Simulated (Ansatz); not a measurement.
**WSi2 and the effect of the functional**

It takes space group I4/mmm (No. 139, tetragonal). Conventional cell: a = 3.214 Å, b = 3.214 Å, c = 7.830 Å, α = 90.00°, β = 90.00°, γ = 90.00°. W (site symmetry 4/mmm) has 10 Si at 2.62 Å as nearest neighbours. Si (site symmetry 4mm) has 5 Si at 2.59 to 2.63 Å and 5 W at 2.62 Å as nearest neighbours.

Kept alike: task band structure; k mesh 12 × 12 × 12; occupations fermi-dirac, width 0.05 eV; no spin polarisation. Program: Ansatz, all-electron LAPW, scalar-relativistic. The mesh is that of the run's cell of 3 atoms. No spin-orbit coupling.

| run | pressure (GPa) |
| --- | --- |
| A | -1.99 |
| B | -5.79 |
| C | 3.27 |

Pressure is positive in compression. For a metal such a mesh leaves the last digits unconverged.

Q: The runs differ in the functional alone: LDA; PBE; PBEsol. Which run is which?

A: Run A is PBEsol; run B is LDA; run C is PBE. The pressure runs from -5.79 (LDA) to 3.27 GPa (PBE). From PBE: LDA -9.06; PBEsol -5.26. A positive pressure means that the functional's own cell is larger than the one given, a negative one that it is smaller.
